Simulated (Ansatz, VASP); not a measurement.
**Two plane-wave programs on Zn**

POSCAR

```
Zn
1.0
    2.6700000000      0.0000000000      0.0000000000
   -1.3350000000      2.3122878281      0.0000000000
    0.0000000000      0.0000000000      4.9660000000
Zn
2
Direct
    0.3333333333      0.6666666667      0.2500000000
    0.6666666667      0.3333333333      0.7500000000
```

INCAR.step1

```
SYSTEM = Zn
  PREC = Accurate
  ENCUT = 520
  ISMEAR = 0
  SIGMA = 0.1
  LREAL = .FALSE.
  LASPH = .TRUE.
  NELM = 60
  NBANDS = 19
  GGA = PE
  ALGO = Normal
  EDIFF = 1E-4
  LWAVE = .TRUE.
  LCHARG = .FALSE.
```

File INCAR.step2:

```
SYSTEM = Zn
  PREC = Accurate
  ENCUT = 520
  EDIFF = 1E-7
  ISMEAR = 0
  SIGMA = 0.1
  LREAL = .FALSE.
  LASPH = .TRUE.
  NELM = 60
  ALGO = Normal
  ISIF = 2
  LWAVE = .FALSE.
  LCHARG = .FALSE.
  METAGGA = R2SCAN
  LMIXTAU = .TRUE.
  NBANDS = 19
  ISTART = 1
```

File KPOINTS:

```
regular mesh
0
G
  9 9 4
  0 0 0
```

Input for Ansatz:

```yaml
crystal:
  lattice:
    - [2.67, 0.0, 0.0]
    - [-1.335, 2.3122878281, 0.0]
    - [0.0, 0.0, 4.966]
  atoms:
    - { symbol: Zn, position: [0.3333333333, 0.6666666667, 0.25] }
    - { symbol: Zn, position: [0.6666666667, 0.3333333333, 0.75] }
basis:
  ecutwfc: 500
kpoints:
  mp_grid: { grid: [9, 9, 4] }
hamiltonian:
  xc: r2scan
  pseudopotentials: { kind: paw }
scf:
  occupations: { method: gaussian, width: 0.1 }
output:
  forces: true
  stress: true
  eigenvalues: true
```

Alike in both runs: task single point; functional r2SCAN; k mesh 9 × 9 × 4; occupations gaussian, width 0.1 eV; no spin polarisation.

|  | VASP | Ansatz |
| --- | --- | --- |
| version | VASP 6.6.1 | Ansatz 0.2.0 |
| potentials or method | VASP PAW PBE potentials, release 64 (Zn) | scalar-relativistic, plane waves, PAW |
| plane-wave cutoff (eV) | 520 | 500 |
| valence electrons in the cell | 24 | 24 |

Ansatz gave:

```
gap on the k mesh at the Fermi level (eV)       : none
pressure (GPa)                                  : -5.1
largest component of the traceless stress (GPa) : 1.09
```

Problem. Which values does VASP return?

Solution. gap on the k mesh at the Fermi level (eV): none; pressure (GPa): -4.8; largest component of the traceless stress (GPa): 0.95.

A gap of «none» marks a metal or a gap that the smearing closes.

Caveats: the PAW data sets were made with another functional, which shifts forces and pressure a little (VASP).
